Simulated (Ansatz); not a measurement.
The calculation used Ansatz, DFT PBE, scalar-relativistic, plane waves, PAW. All cells share a 420 eV cutoff and Γ-centred k meshes spaced at most about 0.3 Å⁻¹ (2π included). No spin polarisation.

Temperature and zero-point effects are left out.

Two relaxed structures of AgCl:

A.

```
CELL_PARAMETERS angstrom
3.43084 0.00000 0.00000
0.00000 3.43084 0.00000
0.00000 0.00000 3.43084
ATOMIC_POSITIONS crystal
Ag 0.00000 0.00000 0.00000
Cl 0.50000 0.50000 0.50000
```

B.

```
CELL_PARAMETERS angstrom
0.00000 3.02972 3.02972
3.02972 0.00000 3.02972
3.02972 3.02972 0.00000
ATOMIC_POSITIONS crystal
Ag 0.00000 0.00000 0.00000
Cl 0.75000 0.75000 0.75000
```

Problem. Which form is favoured at zero pressure, and by what margin per atom?

Solution. B is lower, by 164 meV/atom. A has the caesium chloride type, space group Pm-3m (No. 221), 20.2 Å³/atom and a gap of 0.57 eV on its mesh; B has the zinc blende type, space group F-43m (No. 216), 27.8 Å³/atom and a gap of 1.29 eV. Counting Cl atoms around Ag (those within 1.25 times the shortest such distance or 1.15 times the sum of covalent radii; the shortest distance is added where it is long for a bond), A has Ag 8 from 3.0 Å and B has Ag 4. The lower one is the more open, so pressure narrows the difference. In A, Ag has 8 Cl at 2.97 Å and 6 Ag at 3.43 Å; Cl has 8 Ag at 2.97 Å and 6 Cl at 3.43 Å. In B, around Ag lie 4 Cl at 2.62 Å; Cl is surrounded by 4 Ag at 2.62 Å. Origin: A, invented, matching a Materials Project cell; B, invented. Shaken at random and relaxed again, B came back. Checks on B: no imaginary mode at Γ (other wave vectors untested).

Kohn–Sham gaps at this level usually fall short of measured ones. Cells without such a test can be saddle points.
